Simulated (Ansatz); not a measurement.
Steps from a short run of molecular dynamics on a 2×2×2 supercell (16 atoms) of InP (zincblende), relaxed with r2SCAN; forces from PBEsol in the PAW code Ansatz, 2×2×2 mesh, Fermi-Dirac smearing of 0.026 eV, constant energy and volume (NVE), started at 300 K. Computed, non-magnetic; the trajectory is short and the cell small, so nothing here is a converged average.

Cell vectors in Å:
```
0.0000 5.9076 5.9076
5.9076 0.0000 5.9076
5.9076 5.9076 0.0000
```

Task: At 4 fs positions (Å), velocities (Å/fs) and forces (eV/Å) are
```
In -0.0048  0.0011  0.0066   -0.0012  0.0003  0.0016   -0.0076 -0.0293 -0.1342
P   1.4749  1.4677  1.4624   -0.0005 -0.0022 -0.0036    0.0070  0.1305  0.1020
In  2.9535  2.9590  0.0018   -0.0001  0.0013  0.0004   -0.0077  0.0366  0.0255
P   4.4343  4.4382  1.4832    0.0009  0.0018  0.0016   -0.0054 -0.1162 -0.0291
In  2.9526  0.0060  2.9445   -0.0003  0.0015 -0.0023    0.0290  0.0534  0.1038
P   4.4169  1.4954  4.4523   -0.0034  0.0045  0.0053    0.1423 -0.1899 -0.2296
In  5.9081  2.9553  2.9590    0.0001  0.0004  0.0013    0.0615 -0.0540 -0.0063
P   7.3872  4.4430  4.4358    0.0007  0.0030  0.0012    0.0329 -0.0900 -0.0958
In  0.0040  2.9509  2.9522    0.0010 -0.0007 -0.0004   -0.0863  0.0305 -0.0352
P   1.4845  4.4317  4.4300    0.0018  0.0002 -0.0001   -0.1397 -0.0338  0.0349
In  2.9556  5.8949  2.9582    0.0005 -0.0032  0.0011   -0.0160  0.1115 -0.0196
P   4.4116  7.3892  4.4323   -0.0047  0.0012  0.0004    0.1768 -0.0249 -0.0184
In  2.9603  2.9562  5.9071    0.0016  0.0006 -0.0001   -0.1526  0.0576  0.0785
P   4.4176  4.4434  7.3703   -0.0032  0.0031 -0.0035    0.1477 -0.0976  0.1683
In  5.9053  5.8944  5.8990   -0.0006 -0.0033 -0.0021    0.0107  0.2476  0.0686
P   7.4030  7.3833  7.3864    0.0045 -0.0003  0.0005   -0.1927 -0.0318 -0.0135
```
Where are the atoms one step (2 fs) later, and what forces do they feel?

Result:
```
In -0.0072  0.0016  0.0098   -0.0130 -0.0435 -0.1999
P   1.4739  1.4634  1.4554    0.0125  0.1946  0.1519
In  2.9533  2.9616  0.0027   -0.0117  0.0540  0.0377
P   4.4361  4.4418  1.4864   -0.0075 -0.1726 -0.0431
In  2.9520  0.0091  2.9399    0.0412  0.0781  0.1541
P   4.4102  1.5044  4.4627    0.2189 -0.2872 -0.3458
In  5.9084  2.9560  2.9617    0.0909 -0.0796 -0.0090
P   7.3885  4.4490  4.4382    0.0512 -0.1347 -0.1436
In  0.0060  2.9495  2.9514   -0.1262  0.0430 -0.0493
P   1.4880  4.4322  4.4298   -0.2073 -0.0515  0.0526
In  2.9565  5.8886  2.9604   -0.0239  0.1677 -0.0295
P   4.4023  7.3915  4.4330    0.2617 -0.0379 -0.0289
In  2.9634  2.9574  5.9069   -0.2331  0.0899  0.1221
P   4.4113  4.4495  7.3635    0.2159 -0.1413  0.2468
In  5.9041  5.8879  5.8947    0.0126  0.3665  0.1019
P   7.4120  7.3827  7.3874   -0.2822 -0.0456 -0.0179
```
The temperature goes from 290.4 to 278.7 K.

Task: At 20 fs the positions in Å are
```
In  -0.024   0.005   0.029
P    1.468   1.444   1.414
In   2.952   2.981   0.009
P    4.448   4.457   1.506
In   2.949   0.031   2.910
P    4.376   1.551   4.516
In   5.912   2.960   2.980
P    7.401   4.484   4.447
In   0.018   2.940   2.945
P    1.502   4.432   4.431
In   2.962   5.847   2.975
P    4.352   7.405   4.437
In   2.982   2.967   5.908
P    4.379   4.485   7.329
In   5.896   5.848   5.866
P    7.460   7.376   7.393
```
What are the forces, and how far does the free energy (smearing included) lie above that of step 0, with the atoms on their sites?

Result: 19.7 meV an atom; forces in eV/Å:
```
In  -0.049  -0.120  -0.564
P    0.058   0.538   0.415
In  -0.017   0.124   0.076
P   -0.019  -0.464  -0.112
In   0.096   0.191   0.432
P    0.679  -0.836  -0.991
In   0.269  -0.233  -0.043
P    0.164  -0.382  -0.408
In  -0.339   0.094  -0.080
P   -0.548  -0.154   0.157
In  -0.087   0.530  -0.092
P    0.695  -0.126  -0.101
In  -0.742   0.274   0.418
P    0.548  -0.354   0.623
In  -0.001   1.024   0.295
P   -0.705  -0.105  -0.027
```

Task: At 24 fs positions (Å), velocities (Å/fs) and forces (eV/Å) are
```
In -0.0294  0.0053  0.0334   -0.0013  0.0001  0.0009   -0.0462 -0.1316 -0.6192
P   1.4666  1.4431  1.4066   -0.0003  0.0003 -0.0016    0.0599  0.5782  0.4443
In  2.9516  2.9866  0.0116   -0.0001  0.0015  0.0005   -0.0042  0.1179  0.0623
P   4.4515  4.4573  1.5103    0.0008 -0.0003  0.0010   -0.0234 -0.4950 -0.1182
In  2.9479  0.0384  2.9026   -0.0002  0.0018 -0.0018    0.1075  0.1992  0.4776
P   4.3732  1.5558  4.5218   -0.0003  0.0007  0.0008    0.7191 -0.8873 -1.0550
In  5.9133  2.9603  2.9850    0.0005  0.0001  0.0013    0.3111 -0.2697 -0.0635
P   7.4066  4.4898  4.4453    0.0014  0.0013 -0.0006    0.1723 -0.4131 -0.4390
In  0.0207  2.9376  2.9430    0.0006 -0.0006 -0.0005   -0.3803  0.1028 -0.0688
P   1.5001  4.4310  4.4328   -0.0007 -0.0005  0.0006   -0.5801 -0.1659  0.1721
In  2.9639  5.8368  2.9793    0.0004 -0.0025  0.0010   -0.1100  0.6097 -0.1028
P   4.3442  7.4081  4.4367   -0.0014  0.0006 -0.0001    0.7462 -0.1464 -0.1111
In  2.9853  2.9710  5.9089    0.0007  0.0009  0.0004   -0.8178  0.2695  0.4592
P   4.3747  4.4921  7.3253   -0.0006  0.0014 -0.0005    0.5901 -0.3904  0.6631
In  5.8938  5.8390  5.8590   -0.0006 -0.0020 -0.0018    0.0029  1.1356  0.3299
P   7.4664  7.3729  7.3946    0.0012 -0.0008  0.0003   -0.7472 -0.1135 -0.0308
```
Where are the atoms one step (2 fs) later, and what forces do they feel?

Result:
```
In -0.0319  0.0056  0.0351   -0.0408 -0.1351 -0.6363
P   1.4661  1.4440  1.4036    0.0576  0.5859  0.4495
In  2.9514  2.9896  0.0127    0.0056  0.1098  0.0504
P   4.4531  4.4564  1.5124   -0.0262 -0.5003 -0.1185
In  2.9475  0.0419  2.8992    0.1136  0.1993  0.4934
P   4.3729  1.5567  4.5226    0.7160 -0.8881 -1.0592
In  5.9143  2.9604  2.9875    0.3310 -0.2870 -0.0763
P   7.4096  4.4921  4.4437    0.1699 -0.4201 -0.4449
In  0.0218  2.9364  2.9420   -0.3979  0.1073 -0.0607
P   1.4982  4.4300  4.4340   -0.5825 -0.1671  0.1762
In  2.9646  5.8319  2.9813   -0.1228  0.6433 -0.1069
P   4.3418  7.4093  4.4365    0.7575 -0.1549 -0.1134
In  2.9866  2.9729  5.9098   -0.8375  0.2519  0.4667
P   4.3738  4.4948  7.3247    0.6022 -0.4054  0.6707
In  5.8927  5.8352  5.8554    0.0086  1.1769  0.3427
P   7.4683  7.3712  7.3953   -0.7545 -0.1164 -0.0335
```
The temperature goes from 108.8 to 100.0 K.

Task: At 32 fs the positions in Å are
```
In  -0.040   0.006   0.039
P    1.465   1.451   1.398
In   2.951   2.999   0.016
P    4.458   4.450   1.518
In   2.947   0.053   2.890
P    4.377   1.553   4.517
In   5.918   2.960   2.995
P    7.420   4.496   4.436
In   0.024   2.933   2.939
P    1.488   4.426   4.439
In   2.966   5.818   2.987
P    4.340   7.411   4.435
In   2.989   2.979   5.913
P    4.376   4.500   7.328
In   5.889   5.826   5.846
P    7.468   7.365   7.397
```
What are the forces, and how far does the free energy (smearing included) lie above that of step 0, with the atoms on their sites?

Result: 24.4 meV an atom; forces in eV/Å:
```
In  -0.009  -0.137  -0.645
P    0.037   0.558   0.427
In   0.047   0.065  -0.006
P   -0.036  -0.473  -0.108
In   0.134   0.182   0.512
P    0.615  -0.792  -0.962
In   0.385  -0.334  -0.125
P    0.136  -0.406  -0.421
In  -0.439   0.121  -0.026
P   -0.535  -0.152   0.174
In  -0.166   0.717  -0.113
P    0.735  -0.173  -0.107
In  -0.824   0.141   0.438
P    0.602  -0.437   0.645
In   0.043   1.241   0.363
P   -0.724  -0.121  -0.046
```

Task: At 48 fs the positions in Å are
```
In  -0.060   0.005   0.041
P    1.463   1.497   1.403
In   2.950   3.023   0.024
P    4.468   4.409   1.526
In   2.947   0.085   2.872
P    4.417   1.506   4.458
In   5.934   2.954   3.012
P    7.452   4.486   4.394
In   0.024   2.926   2.930
P    1.437   4.407   4.461
In   2.968   5.793   3.000
P    4.373   7.408   4.426
In   2.983   2.996   5.928
P    4.412   4.489   7.368
In   5.881   5.820   5.825
P    7.433   7.343   7.398
```
What are the forces, and how far does the free energy (smearing included) lie above that of step 0, with the atoms on their sites?

Result: 13.6 meV an atom; forces in eV/Å:
```
In   0.133  -0.097  -0.412
P   -0.056   0.168   0.143
In   0.194  -0.154  -0.262
P   -0.060  -0.132  -0.021
In   0.178   0.008   0.361
P   -0.008  -0.110  -0.186
In   0.462  -0.416  -0.306
P   -0.081  -0.170  -0.125
In  -0.451   0.154   0.142
P   -0.091  -0.014   0.089
In  -0.296   0.727  -0.101
P    0.325  -0.170  -0.020
In  -0.479  -0.345   0.188
P    0.336  -0.365   0.264
In   0.226   1.019   0.344
P   -0.334  -0.102  -0.098
```

Task: At 60 fs the positions in Å are
```
In  -0.073   0.003   0.036
P    1.459   1.541   1.416
In   2.952   3.040   0.027
P    4.472   4.371   1.531
In   2.950   0.109   2.864
P    4.449   1.462   4.401
In   5.952   2.944   3.021
P    7.473   4.469   4.355
In   0.018   2.923   2.925
P    1.392   4.392   4.483
In   2.966   5.785   3.009
P    4.415   7.396   4.418
In   2.972   3.005   5.943
P    4.457   4.462   7.414
In   5.878   5.830   5.814
P    7.387   7.320   7.394
```
What are the forces, and how far does the free energy (smearing included) lie above that of step 0, with the atoms on their sites?

Result: 14.0 meV an atom; forces in eV/Å:
```
In   0.193  -0.048  -0.132
P   -0.057  -0.241  -0.142
In   0.263  -0.327  -0.460
P   -0.052   0.227   0.063
In   0.160  -0.219   0.124
P   -0.351   0.374   0.427
In   0.407  -0.423  -0.431
P   -0.203   0.074   0.164
In  -0.333   0.125   0.342
P    0.335   0.094  -0.001
In  -0.363   0.617  -0.099
P   -0.156  -0.115   0.048
In  -0.222  -0.590   0.075
P   -0.084  -0.088  -0.218
In   0.355   0.588   0.342
P    0.108  -0.047  -0.102
```
